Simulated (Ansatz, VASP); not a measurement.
# One calculation of MgS, two programs

```
Mg S
1.0
     0.00000    2.83312    2.83312
     2.83312    0.00000    2.83312
     2.83312    2.83312    0.00000
Mg S
1 1
Direct
  0.00000 0.00000 0.92512
  0.75000 0.75000 0.75000
```

Change from the starting cell: all Mg atoms moved -0.300 Å, as atom 1 along Cartesian [1 1 0].

Alike in both runs: task single point; functional PBEsol; k mesh 8 × 8 × 8; occupations gaussian, width 0.05 eV; no spin polarisation.

|  | VASP | Ansatz |
| --- | --- | --- |
| version | VASP 6.6.1 | Ansatz 0.2.0 |
| potentials or method | VASP PAW PBE potentials, release 64 (Mg, S) | scalar-relativistic, plane waves, PAW |
| plane-wave cutoff (eV) | 520 | 420 |
| valence electrons in the cell | 8 | 16 |

VASP gave:

| Property | Result |
| --- | --- |
| gap on the k mesh at the Fermi level (eV) | 2.91 |
| least direct gap on the mesh (eV) | 2.91 |
| pressure (GPa) | 1.7 |
| largest component of the traceless stress (GPa) | 5.09 |
| rms of the force components (eV/Å) | 1.177 |

Problem. What did Ansatz give for the same quantities?

Solution. gap on the k mesh at the Fermi level (eV): 2.91; least direct gap on the mesh (eV): 2.91; pressure (GPa): 1.8; largest component of the traceless stress (GPa): 5.05; rms of the force components (eV/Å): 1.169.

Atom by atom the forces differ by 0.008 eV/Å (rms over components). The two sets of potentials don't hold the same shells in valence.

Caveats: the PAW data sets were made with another functional, which shifts forces and pressure a little (VASP). A k mesh can miss the band edges.
